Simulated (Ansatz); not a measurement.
**CsBr (CsCl type): frozen-phonon scan**

Relaxed CsBr (CsCl type):

```
CELL_PARAMETERS angstrom
      8.77795     0.00000     0.00000
      4.38897     4.38897     0.00000
      0.00000     0.00000     4.38897
ATOMIC_POSITIONS crystal
  Cs 0.00000 0.00000 0.00000
  Cs 0.50000 0.00000 0.00000
  Br 0.00000 0.50000 0.50000
  Br 0.50000 0.50000 0.50000
```

The atoms are displaced by Q × the pattern below (from a DFPT mode at M = (0.5, 0.5, 0.0), largest move 1; Q in Å), at fixed cell. (q is in reciprocal vectors of the primitive cell; the cell shown is doubled to hold the pattern.)

| atom | x | y | z |
|---|---|---|---|
| Cs1 | 0.000 | 0.000 | 1.000 |
| Cs2 | 0.000 | 0.000 | -1.000 |

Atoms not listed stay in place.

These are PBE (plane waves to 420 eV, PAW, scalar-relativistic; Ansatz, a quantum-chemistry and plane-wave program) values and carry that method's errors. k mesh 8×8×8 (Γ-centred), Fermi-Dirac smearing 0.05 eV. The energy includes the smearing's −TS. Compression counts positive. CsBr was relaxed with its symmetry unable to fall. The zero of ΔE is the undisplaced structure.

| Q (Å) | ΔE (meV/cell) | −dE/dQ from forces (eV/Å) | P (GPa) |
|---|---|---|---|
| -0.280 | 28.2 | 0.215 | 0.25 |
| -0.233 | 19.2 | 0.172 | 0.17 |
| -0.187 | 12.0 | 0.133 | 0.11 |
| -0.140 | 6.7 | 0.097 | 0.07 |
| -0.093 | 2.9 | 0.063 | 0.03 |
| -0.047 | 0.7 | 0.031 | 0.01 |
| 0.000 | 0.0 | 0.000 | 0.01 |
| 0.047 | 0.7 | -0.031 | 0.01 |
| 0.093 | 2.9 | -0.063 | 0.03 |
| 0.140 | 6.7 | -0.097 | 0.07 |
| 0.187 | 12.0 | -0.133 | 0.11 |
| 0.233 | 19.2 | -0.172 | 0.17 |
| 0.280 | 28.2 | -0.215 | 0.25 |

Key numbers:

| Quantity | Value |
|---|---|
| Energy at Q = 0.280 Å | 28.2 meV/cell |
| Space group of the distorted cell | P4/nmm (No. 129), lowered from Pm-3m |
| Symmetry of the curve | even: the same for both signs |
| Shape of the curve | a single well with its minimum at or next to zero displacement |
| Harmonic wavenumber from the curvature (finite differences) | 26 cm⁻¹ |
| Wavenumber by perturbation theory (DFPT, on another k mesh) | 26 cm⁻¹ |

The 13 points together took around 5 core-minutes (rough).

(For displaced atoms, the force is minus the slope of the energy, and its curvature is a force constant, which sets phonon frequencies.)
